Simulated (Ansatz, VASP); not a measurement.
# One calculation of GaN, two programs

Contents of INCAR:

```
  PREC = Accurate
  ENCUT = 600
  EDIFF = 1E-7
  ISMEAR = 0
  SIGMA = 0.02
  LREAL = False
  LASPH = True
  NELM = 100
  ALGO = Fast
  ISIF = 3
  LWAVE = False
  LCHARG = False
  GGA = PE
  IBRION = 2
  NSW = 70
  EDIFFG = -0.02
```

File KPOINTS:

```
Automatic mesh
0
Gamma
  14 14 14
```

POSCAR

```
GaN
1.0
    0.0000000000      2.1333702881      2.1333702881
    2.1333702881      0.0000000000      2.1333702881
    2.1333702881      2.1333702881      0.0000000000
Ga N
1 1
Direct
    0.5000000000      0.5000000000      0.5000000000
    0.0000000000      0.0000000000      0.0000000000
```

Input for Ansatz:

```yaml
crystal:
  lattice:
    - [0.0, 2.1333702881, 2.1333702881]
    - [2.1333702881, 0.0, 2.1333702881]
    - [2.1333702881, 2.1333702881, 0.0]
  atoms:
    - { symbol: Ga, position: [0.5, 0.5, 0.5] }
    - { symbol: "N", position: [0.0, 0.0, 0.0] }
basis:
  ecutwfc: 420
kpoints:
  mp_grid: { grid: [14, 14, 14] }
hamiltonian:
  xc: pbe
scf:
  occupations: { method: gaussian, width: 0.02 }
output:
  forces: true
  stress: true
  eigenvalues: true
relax:
  adjacent_minimum: "off"
  f_tol: 0.02
  max_steps: 50
  cell: { stress_tol: 0.1 }
```

Measurements of this composition are mostly on another form, of space group No. 186.

Alike in both runs: task relaxation of cell and atoms; functional PBE; k mesh 14 × 14 × 14; occupations gaussian, width 0.02 eV; no spin polarisation.

|  | VASP | Ansatz |
| --- | --- | --- |
| version | VASP 6.6.1 | Ansatz 0.2.0 |
| potentials or method | VASP PAW PBE potentials, release 64 (Ga_d, N) | scalar-relativistic, plane waves, PAW |
| plane-wave cutoff (eV) | 600 | 420 |
| valence electrons in the cell | 18 | 18 |

Ansatz gave:

```
gap on the k mesh at the Fermi level, each at its own relaxed structure (eV) : 0.42
relaxed volume (Å³/atom)                                                     : 9.72
relaxed cell length with the largest relative difference (Å)                 : 3.018
```

Which values does VASP return?

gap on the k mesh at the Fermi level, each at its own relaxed structure (eV): 0.39; relaxed volume (Å³/atom): 9.75; relaxed cell length with the largest relative difference (Å): 3.021.

A k mesh can miss the band edges. Zero-point motion and thermal expansion aren't in these numbers. PBE usually gives volumes a little too large and moduli too small.
